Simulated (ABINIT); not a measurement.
An input for ABINIT 10.8.3 (CdS (Greenockite)):

```
acell 3*1.0 Angstrom
rprim 
  4.137000000025 -0.000000000006 0.000000000000
  -2.068500000008 3.582747095481 0.000000000000
  0.000000000000 0.000000000000 6.714400000000
ntypat 2
znucl 48 16
natom 4
typat 1 1 2 2
xred 
  0.666666666667 0.333333333333 0.000000000000
  0.333333333333 0.666666666667 0.500000000000
  0.666666666667 0.333333333333 0.375000000000
  0.333333333333 0.666666666667 0.875000000000
pp_dirpath "pseudos"
pseudos "Cd.upf, S.upf"
ecut 47
ngkpt 3 3 2
nshiftk 1
shiftk 0 0 0
kptopt 1
chksymbreak 0
istwfk *1
occopt 1
irdwfk 1
optdriver 3
nband 120
ecuteps 4
inclvkb 2
awtr 1
symchi 1
indata_prefix "in"
outdata_prefix "out"
tmpdata_prefix "tmp"
```

```sh
OMP_NUM_THREADS=1 mpirun -n 4 abinit run.abi > log
```

How long will it take on 4 MPI ranks of Arm Neoverse V2, shared host, and how much memory?

It took 40 s; on shared hardware allow 20 s to 79 s. Peak host memory was 1.4 GiB.

[Paths, hosts, dates, memory and timing lines, banners, echoed tables and standing remarks are left out of the program output.]

[Logs are printed without paths, hosts, clocks, repeated set-up lines and the standing remarks that a program may print on its own settings, such as how far it seeks lower states.]

[Runs of the session that timed out or met a known fault of the program may be left out.]

[No measured gap is set beside runs whose start may be inverted or whose files or cutoffs have a known fault.]

[Hosts, paths, dates, database ids (printed as entryN), source tags and the programs' standing remarks are cut or masked in the printed files.]

[G0W0 gaps are taken among the corrected bands and points alone; a level outside them can change the order at an edge.]

[Where Ansatz stands beside ABINIT at settings called matched, ABINIT's density can come from a denser mesh and the files from another edition; pairs whose starting gaps differed by over 0.03 eV were left out, so agreement reads better than it is.]
